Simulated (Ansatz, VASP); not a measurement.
# V in VASP and in Ansatz

```
V
1.0
     2.77006    0.00000    0.00000
    -1.38503    2.39894    0.00000
     0.00000    0.00000    8.93397
V
4
Direct
  0.00000 0.00000 0.00000
  0.00000 0.00000 0.50000
  0.33333 0.66667 0.75000
  0.66667 0.33333 0.25000
```

Alike in both runs: task relaxation of cell and atoms; functional PBE; k mesh 9 × 9 × 2; occupations gaussian, width 0.1 eV; no spin polarisation.

```csv
,VASP,Ansatz
version,VASP 6.6.1,Ansatz 0.2.0
potentials or method,"VASP PAW PBE potentials, release 64 (V_sv)","scalar-relativistic, plane waves, PAW"
plane-wave cutoff (eV),600,420
valence electrons in the cell,52,52
```

Ansatz gave:

```
gap on the k mesh at the Fermi level, each at its own relaxed structure (eV) : none
relaxed volume (Å³/atom)                                                     : 13.84
relaxed cell length with the largest relative difference (Å)                 : 9.143
energy change over the relaxation (meV/atom)                                 : -48
```

**Question.** Which values does VASP return?

**Answer.** gap on the k mesh at the Fermi level, each at its own relaxed structure (eV): none; relaxed volume (Å³/atom): 13.85; relaxed cell length with the largest relative difference (Å): 9.129; energy change over the relaxation (meV/atom): -47.

A gap of «none» marks a metal or a gap that the smearing closes.
